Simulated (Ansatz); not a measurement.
**Ge under changes of volume**

One of the cells (19.014 Å³/atom); the others are scaled copies at fixed shape and fractional positions:

```
Ge
1.0
    -2.49590    2.65086    1.43695
     2.49590   -2.65086    1.43695
     2.49590    2.65086   -1.43695
Ge
2
Direct
  0.31406 0.06406 0.25000
  0.68594 0.93594 0.75000
```

This isn't the form of Ge at room conditions, which is diamond.

```yaml
Program: Ansatz 0.2.0
Functional: PBE
Potentials_or_basis: Ansatz PAW
Cutoff: "420 eV (not typed: the program's choice for these potentials)"
k_mesh: 11 × 11 × 11
Occupations: fermi-dirac, width 0.05 eV
Spin: no spin polarisation
```

| volume (Å³/atom) | energy over the lowest point (meV/atom) | pressure (GPa) | largest force (eV/Å) |
| --- | --- | --- | --- |
| 17.874 | 26.67 | 6.4 | 0.047 |
| 18.254 | 13.85 | 4.4 | 0.051 |
| 18.634 | 5.44 | 2.7 | 0.055 |
| 19.014 | ? | ? | ? |
| 19.395 | 0.00 | -0.2 | 0.059 |
| 19.775 | 2.11 | -1.5 | 0.060 |
| 20.155 | 6.96 | -2.6 | 0.059 |

What does the run at 19.014 Å³/atom give?

Energy over the lowest point 0.97 meV/atom; pressure 1.2 GPa; largest force 0.057 eV/Å.

Worked out: A Birch-Murnaghan fit of order 3 (a polynomial in V^(-2/3)) to the other rows has its minimum at 19.32 Å³/atom with B0 = V·E''(V) = 68 GPa and B' = 5.1 at fixed shape and positions, which overstates the stiffness. It gives 0.98 meV/atom at 19.014 Å³/atom, against the run's 0.97, and -dE/dV = 1.1 GPa, against 1.2.

Energies are extrapolated to zero smearing.
